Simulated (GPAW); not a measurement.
Wanted: an ASE script for a GPAW 26.7.0 run.

```yaml
Task: band structure
Functional: mBEEF
Potentials_or_basis: GPAW PAW data sets (gpaw-data 1.2.1)
Cutoff: 600 eV
Basis: pw
k_mesh: 6 × 6 × 6
Occupations: fermi-dirac, width 0.05 eV
Spin: spin-orbit coupling, no magnetisation
Maxiter: 150
Band_path: GXWKGLUWLK,UX
Band_points: 80
spin_axis_theta_degrees: 90
spin_axis_phi_degrees: 0
Soc_after_scf: second variation without the xc potential
```

The structure of CdTe lies in POSCAR:

```
CdTe
1.0
    0.0000000000      3.2050000000      3.2050000000
    3.2050000000      0.0000000000      3.2050000000
    3.2050000000      3.2050000000      0.0000000000
Te Cd
1 1
Direct
    0.7500000000      0.7500000000      0.7500000000
    0.0000000000      0.0000000000      0.0000000000
```

These files were run (other wordings do the same):

run.py

```python
import numpy as np
from ase.dft.bandgap import bandgap
from ase.io import read, write
from ase.units import GPa
from gpaw import GPAW, PW
from gpaw.spinorbit import soc_eigenstates

atoms = read('POSCAR')

calc = GPAW(mode=PW(600),
            xc='mBEEF',
            kpts={'size': (6, 6, 6), 'gamma': True},
            occupations={'name': 'fermi-dirac', 'width': 0.05},
            nbands=18,
            convergence={'density': 1e-05, 'energy': 1e-05},
            maxiter=150,
            txt='gpaw.txt')
atoms.calc = calc
energy = atoms.get_potential_energy()
forces = atoms.get_forces()
stress = atoms.get_stress()
calc.write('gs.gpw')
write('result.traj', atoms)
print(f'Energy: {energy:.6f} eV')
print('Forces (eV/A):')
print(forces.round(4))
print('Stress (GPa):', (stress / GPa).round(3))
print('Fermi level:', round(calc.get_fermi_level(), 4), 'eV')
print(f'Gap: {bandgap(calc)[0]:.4f} eV, direct: {bandgap(calc, direct=True)[0]:.4f} eV')

path = atoms.cell.bandpath('GXWKGLUWLK,UX', npoints=80, eps=1e-4)
bs_calc = calc.fixed_density(kpts=path, symmetry='off', nbands=31,
                             convergence={'bands': 'CBM+6.0', 'eigenstates': 1e-6}, txt='bands.txt')
bs = bs_calc.band_structure()
bs.write('bs.json')
print(f'Gap on the path: {bandgap(bs_calc)[0]:.4f} eV')

soc = soc_eigenstates(bs_calc, theta=90, phi=0, ignore_xc_potential=True)
np.savetxt('soc_bands.dat', soc.eigenvalues(), fmt='%.4f')
mesh = soc_eigenstates('gs.gpw', theta=90, phi=0, ignore_xc_potential=True)
np.savetxt('soc_mesh.dat', mesh.eigenvalues(), fmt='%.4f')
print('Fermi level with spin-orbit coupling:', round(mesh.fermi_level, 4), 'eV')
```

Potentials or basis: GPAW PAW data sets (gpaw-data 1.2.1), pw.

Command:

```console
$ OMP_NUM_THREADS=1 python run.py
```

It gave:

```yaml
Pressure: 2.8 GPa
Band_gap_on_the_k_mesh: 1.00 eV, direct
Band_gap_along_the_path: 1.00 eV, direct
```

Caveat: spin-orbit coupling was added after a scalar SCF, so levels and gaps hold it while energy, forces, pressure and moments don't; this program's spin-orbit splittings come out too wide for heavy elements; the PAW data sets were made with another functional, which shifts forces and pressure a little.

Run time: 4.1 min on 1 thread of Arm Neoverse V1, on a shared host, peak memory 0.47 GiB.
